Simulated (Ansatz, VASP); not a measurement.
# One calculation of WS2 (Tungstenite), two programs

Contents of INCAR:

```
PREC     = Accurate       # precision mode
ENCUT    = 520            # plane-wave cutoff, eV
EDIFF    = 1E-6           # SCF threshold, eV
ISMEAR   = 0              # smearing method
SIGMA    = 0.01           # smearing width, eV
LREAL    = Auto         
LASPH    = True           # aspherical terms in the spheres
NELM     = 100            # most SCF steps
ALGO     = Fast           # electronic algorithm
ISIF     = 2              # what is computed and relaxed
LWAVE    = False          # write WAVECAR
LCHARG   = False          # write CHGCAR
GGA      = PE             # functional
IVDW     = 12             # dispersion correction
NBANDS   = 122            # bands
```

File KPOINTS:

```
regular mesh
0
Gamma
  4 4 2
```

The input POSCAR:

```
WS2
1.0
    6.3401102494      0.0000000000      0.0000000000
   -3.1700551247      5.4906965388      0.0000000000
    0.0000000000      0.0000000000     12.5785512718
W S
8 16
Direct
    0.1666666667      0.3333333333      0.2500000000
    0.3333333333      0.1666666667      0.7500000000
    0.1666666667      0.8333333333      0.2500000000
    0.3333333333      0.6666666667      0.7500000000
    0.6666666667      0.3333333333      0.2500000000
    0.8333333333      0.1666666667      0.7500000000
    0.6666666667      0.8333333333      0.2500000000
    0.8333333333      0.6666666667      0.7500000000
    0.1666666667      0.3333333333      0.6249366290
    0.3333333333      0.1666666667      0.1249366290
    0.1666666667      0.3333333333      0.8750633710
    0.3333333333      0.1666666667      0.3750633710
    0.1666666667      0.8333333333      0.6249366290
    0.3333333333      0.6666666667      0.1249366290
    0.1666666667      0.8333333333      0.8750633710
    0.3333333333      0.6666666667      0.3750633710
    0.6666666667      0.3333333333      0.6249366290
    0.8333333333      0.1666666667      0.1249366290
    0.6666666667      0.3333333333      0.8750633710
    0.8333333333      0.1666666667      0.3750633710
    0.6666666667      0.8333333333      0.6249366290
    0.8333333333      0.6666666667      0.1249366290
    0.6666666667      0.8333333333      0.8750633710
    0.8333333333      0.6666666667      0.3750633710
```

Input for Ansatz:

```yaml
crystal:
  lattice:
    - [6.3401102494, 0.0, 0.0]
    - [-3.1700551247, 5.4906965388, 0.0]
    - [0.0, 0.0, 12.5785512718]
  atoms:
    - { symbol: W, position: [0.1666666667, 0.3333333333, 0.25] }
    - { symbol: W, position: [0.3333333333, 0.1666666667, 0.75] }
    - { symbol: S, position: [0.1666666667, 0.3333333333, 0.624936629] }
    - { symbol: S, position: [0.3333333333, 0.1666666667, 0.124936629] }
    - { symbol: S, position: [0.1666666667, 0.3333333333, 0.875063371] }
    - { symbol: S, position: [0.3333333333, 0.1666666667, 0.375063371] }
    - { symbol: W, position: [0.1666666667, 0.8333333333, 0.25] }
    - { symbol: W, position: [0.3333333333, 0.6666666667, 0.75] }
    - { symbol: S, position: [0.1666666667, 0.8333333333, 0.624936629] }
    - { symbol: S, position: [0.3333333333, 0.6666666667, 0.124936629] }
    - { symbol: S, position: [0.1666666667, 0.8333333333, 0.875063371] }
    - { symbol: S, position: [0.3333333333, 0.6666666667, 0.375063371] }
    - { symbol: W, position: [0.6666666667, 0.3333333333, 0.25] }
    - { symbol: W, position: [0.8333333333, 0.1666666667, 0.75] }
    - { symbol: S, position: [0.6666666667, 0.3333333333, 0.624936629] }
    - { symbol: S, position: [0.8333333333, 0.1666666667, 0.124936629] }
    - { symbol: S, position: [0.6666666667, 0.3333333333, 0.875063371] }
    - { symbol: S, position: [0.8333333333, 0.1666666667, 0.375063371] }
    - { symbol: W, position: [0.6666666667, 0.8333333333, 0.25] }
    - { symbol: W, position: [0.8333333333, 0.6666666667, 0.75] }
    - { symbol: S, position: [0.6666666667, 0.8333333333, 0.624936629] }
    - { symbol: S, position: [0.8333333333, 0.6666666667, 0.124936629] }
    - { symbol: S, position: [0.6666666667, 0.8333333333, 0.875063371] }
    - { symbol: S, position: [0.8333333333, 0.6666666667, 0.375063371] }
basis:
  ecutwfc: 420
  ecutrho_ratio: 4
kpoints:
  mp_grid: { grid: [4, 4, 2] }
hamiltonian:
  xc: pbe
  dispersion: d3bj
scf:
  occupations: { method: fixed }
output:
  forces: true
  stress: false
  eigenvalues: true
  core_levels:
    shells: { S: "2p", W: "4f" }
    counted_from: valence_top
    eps_inf: [13.504, 13.504, 5.617]
```

Alike in both runs: task single point; functional PBE; dispersion D3(BJ); k mesh 4 × 4 × 2; no spin polarisation.

|  | VASP | Ansatz |
| --- | --- | --- |
| version | VASP 6.6.1 | Ansatz 0.2.0 |
| potentials or method | VASP PAW PBE potentials, release 64 (W_sv, S) | scalar-relativistic, plane waves, PAW |
| plane-wave cutoff (eV) | 520 | 420 |
| occupations | gaussian, width 0.01 eV | fixed |
| valence electrons in the cell | 208 | 208 |

```csv
,VASP,Ansatz,Ansatz less VASP
gap on the k mesh at the Fermi level (eV),1.24,1.22,-0.015
least direct gap on the mesh (eV),1.89,1.89,+0.001
```

Caveats: spin-orbit coupling is left out, which moves the levels of the heavy elements. PBE gaps usually lie below the measured ones, often by a third to a half. A k mesh can miss the band edges.
